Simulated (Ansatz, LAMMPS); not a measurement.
# Amorphous Al2O3 at 2.87 g/cm^3 (90 atoms): relaxation and levels of theory

Which bonds does the relaxation leave, and how do the Kohn-Sham gap, forces and pressure change with k-mesh and functional?

Calculated with Ansatz 0.2.0: Kohn-Sham DFT, PBE, PAW (set soft_2), plane waves; cutoff 420 eV, Γ point, fermi-dirac smearing of 0.025 eV.

**The cell**

Density at the start: 2.87 g/cm³. The cell holds 90 atoms: 36 Al and 54 O. Cell: a = 10.206 Å, b = 10.206 Å, c = 10.206 Å, α = 90.0°, β = 90.0°, γ = 90.0°. 90 atoms (36 Al, 54 O) placed at random at 2.87 g/cm³, melted at 5000 K for 10 ps at fixed volume with the Morse and Coulomb pair potential with partial charges (Pedone, Malavasi, Menziani, Cormack and Segre, J. Phys. Chem. B 110, 11780 (2006)). Quenched from 5000 K to 300 K at 50 K/ps and fixed volume, held 5 ps, then minimised at fixed cell.

The atoms were relaxed with PBE. The walk converged after 5 steps, with a largest force component of 0.0319 eV/Å; it began at an r.m.s. force component of 0.35 eV/Å. The energy fell by 15.0 meV an atom.

The input of the reference single point:

```yaml
crystal:
  lattice:
    - [10.2057, 0.0, 0.0]
    - [0.0, 10.2057, 0.0]
    - [0.0, 0.0, 10.2057]
  atoms:
    - { symbol: Al, position: [0.78911, 0.44349, 0.42881] }
    - { symbol: Al, position: [0.45306, 0.73942, 0.55156] }
    - { symbol: Al, position: [0.15118, 0.77622, 0.05527] }
    - { symbol: Al, position: [0.90263, 0.96288, 0.95807] }
    [... 84 atom lines left out ...]
    - { symbol: O, position: [0.90618, 0.31565, 0.14434] }
    - { symbol: O, position: [0.05149, 0.37228, 0.9313] }
kpoints:
  mp_grid: { grid: [1, 1, 1] }
hamiltonian:
  xc: pbe
scf:
  occupations: { method: fermi_dirac, width: 0.025 }
output:
  forces: true
  stress: true
  populations: true
  dos:
    method: { smearing: { sigma: 0.08 } }
    de: 0.05
    projected: { site_lists: { Al: [Al], O: [O] } }
  eigenvalues: true
  write_density: true
  write_potential: true
  volumetric_format: npy
```

**Bonds after relaxation**

Bonds by pair of elements; cutoffs follow the first minimum of g(r), held within bounds set by covalent radii, and pairs that aren't listed don't count as bonded:

| pair A-B | cutoff (Å) | bonds | mean length (Å) | spread (Å) | shortest (Å) | B about A | A about B |
| --- | --- | --- | --- | --- | --- | --- | --- |
| O-Al | 2.23 | 152 | 1.83 | 0.07 | 1.70 | 2.81 | 4.22 |

How many atoms have how many bonded neighbours:

| element | mean | 2 | 3 | 4 | 5 |
| --- | --- | --- | --- | --- | --- |
| Al | 4.22 | 0 | 0 | 28 | 8 |
| O | 2.81 | 10 | 44 | 0 | 0 |

**Levels of theory**

Single points at the relaxed geometry:

| functional | k-mesh | Kohn-Sham gap (eV) | pressure (GPa) | r.m.s. force component (eV/Å) | SCF cycles | time |
| --- | --- | --- | --- | --- | --- | --- |
| PBE | 1×1×1 | 3.448 | -3.27 | 0.006 | 9 | 16 s |
| PBE | 2×2×2 | 3.449 | -3.23 | 0.008 | 9 | 2.3 min |
| HSE06 | 1×1×1 | 5.129 | -8.58 | 0.089 | 15 | 3.4 min |
| r2SCAN | 1×1×1 | 4.094 | -8.33 | 0.068 | 9 | 38 s |
| PBEsol | 1×1×1 | 3.343 | -6.57 | 0.032 | 10 | 16 s |

The gap is that between the highest filled and lowest empty Kohn-Sham level on the run's k-points. Cutoffs: 420 eV for PBE, HSE06 and PBEsol; 500 eV for r2SCAN. Times come from shared hosts and are rough.

**Findings**

By these cutoffs 78 % of Al atoms have 4 and 81 % of O atoms have 3 neighbours. The Kohn-Sham gap is 3.45 eV with PBE on the 1×1×1 mesh and 3.45 eV on 2×2×2. On the 1×1×1 mesh HSE06 changes the gap by +1.68 eV against PBE. Carrying that shift over to the 2×2×2 mesh gives 3.45 + 1.68 = 5.13 eV, an estimate that takes the shift to be alike at all k-points. On the reference's mesh the gap changes with r2SCAN by +0.65 eV and PBEsol by -0.11 eV. Against the reference the pressure changes with HSE06 by -5.3 GPa, r2SCAN by -5.1 GPa and PBEsol by -3.3 GPa; a negative change means a smaller volume than PBE would take. The denser mesh moves the energy by -1.9 meV/atom and the pressure by +0.04 GPa.

Limits: All single points share the geometry relaxed with PBE. The density was set when the cell was made, as one point of a scan, and needn't be that of the real material. One sample; tail or defect levels can set the gap of a disordered cell. The quench rate of 50 K/ps is many orders above laboratory rates, so the cell is likely richer in defects and strain than a real sample. The network of bonds at the start is that of the classical potential that made the cell, and needn't be the one that DFT or experiment would give. In some runs the program notes that the exchange threshold is loose for the stress and the SCF threshold is loose for the stress.

[Logs are printed without paths, hosts, clocks, repeated set-up lines and the standing remarks that a program may print on its own settings, such as how far it seeks lower states.]

[Hosts, paths, dates, database ids (printed as entryN), source tags and the programs' standing remarks are cut or masked in the printed files.]
